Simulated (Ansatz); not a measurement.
Runs of Ansatz 0.2.0 on TiSi2. The structure is orthorhombic, space group Cmcm (No. 63). The conventional cell has a = 3.530 Å, b = 13.519 Å, c = 3.565 Å, α = 90.00°, β = 90.00°, γ = 90.00°. Ti (site symmetry m2m) is surrounded by 10 Si at 2.58 to 2.81 Å. Si (site symmetry m2m) has 4 Si at 2.51 Å and 4 Ti at 2.66 to 2.67 Å as nearest neighbours. Si (site symmetry m2m) is surrounded by 2 Si at 2.38 Å and 4 Ti at 2.58 Å. The cell comes from a database or a generator and needn't be the stable form of this composition.

```csv
task,level,cell,k mesh,cutoff (eV),points for each segment of the path,gap on the mesh (eV),pressure (GPa),relaxed volume (Å³/atom),largest force (eV/Å)
density of states,PBEsol,as given,8 × 8 × 6,420,-,none,(b),-,0.21
relaxation of cell and atoms,r2SCAN,relaxed,8 × 8 × 8,500,-,none,0.0,14.16,-
band structure,r2SCAN,as given,8 × 8 × 8,500,14,none,(c),-,0.02
band structure,LDA,as given,8 × 8 × 8,420,14,none,-5.4,-,0.11
relaxation of cell and atoms,LDA,relaxed,8 × 8 × 8,420,-,none,0.0,(a),-
```

Alike in all rows: potentials or basis Ansatz PAW; no spin polarisation; smearing fermi-dirac 0.05 eV.

Task: Estimate the missing entries.

Result: (a) 13.60; (b) -2.2; (c) -0.2.

Caveats: the PAW data sets come from PBE, with cores solved anew for the run's functional, which leaves a small shift of forces and pressure; the plane-wave basis is chosen anew once the cell has moved, so the energies of steps on either side of that aren't comparable (some runs).

A gap of «none» marks a metal or a gap under the smearing width.

Runs at the PBE level aren't shown here.
